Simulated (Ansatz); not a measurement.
SnO2 (Pbcn)

Theory: DFT LDA, scalar-relativistic, plane waves, PAW in Ansatz.

Settings: cutoff 420 eV, Γ-centred mesh 6×6×6 on the computed 12-atom cell, Gaussian smearing of 0.02 eV; no spin polarisation.

The structure is relaxed at this level of theory with its symmetry kept. This form isn't the usual stable structure of the compound.

```
Sn O
1.0
     4.70345    0.00000    0.00000
     0.00000    5.69517    0.00000
     0.00000    0.00000    5.20433
Sn O
4 8
Cartesian
  2.3517 3.8005 3.9032
  0.0000 4.7423 1.3011
  2.3517 1.8947 1.3011
  0.0000 0.9529 3.9032
  3.4383 3.4451 0.4040
  1.0866 5.0977 4.8003
  3.6169 5.0977 3.0062
  1.2651 3.4451 2.1982
  3.4383 2.2501 3.0062
  1.0866 0.5975 2.1982
  3.6169 0.5975 0.4040
  1.2651 2.2501 4.8003
```

```
Space group                                                                                                                                 : Pbcn (No. 60)
Volume per atom                                                                                                                             : 78.4 bohr³
Formation energy from the elements' standard states (uncorrected)                                                                           : -1.969 eV/atom
Kohn–Sham band gap                                                                                                                          : 1.50 eV, indirect from (0.391, 0.000, 0.000) to Γ
Löwdin character of the top 1 eV of the valence band                                                                                        : O 2p 97 %
Löwdin character of the lowest 1 eV of the conduction band                                                                                  : Sn 5s 50 %, O 2s 26 %, O 2p 18 %
Electron masses at the edge by Cartesian direction of the standard setting (m_e; degenerate bands sorted by energy; no spin-orbit coupling) : x: 0.19; y: 0.19; z: 0.19
Hole masses at the edge by Cartesian direction of the standard setting (m_e; degenerate bands sorted by energy; no spin-orbit coupling)     : x: 1.6; y: 1.3; z: 17
Bulk modulus                                                                                                                                : 194 GPa
Its pressure derivative                                                                                                                     : 3.5
Electronic dielectric constant xx, yy, zz of the standard setting (independent particles)                                                   : 4.7, 4.8, 4.9
```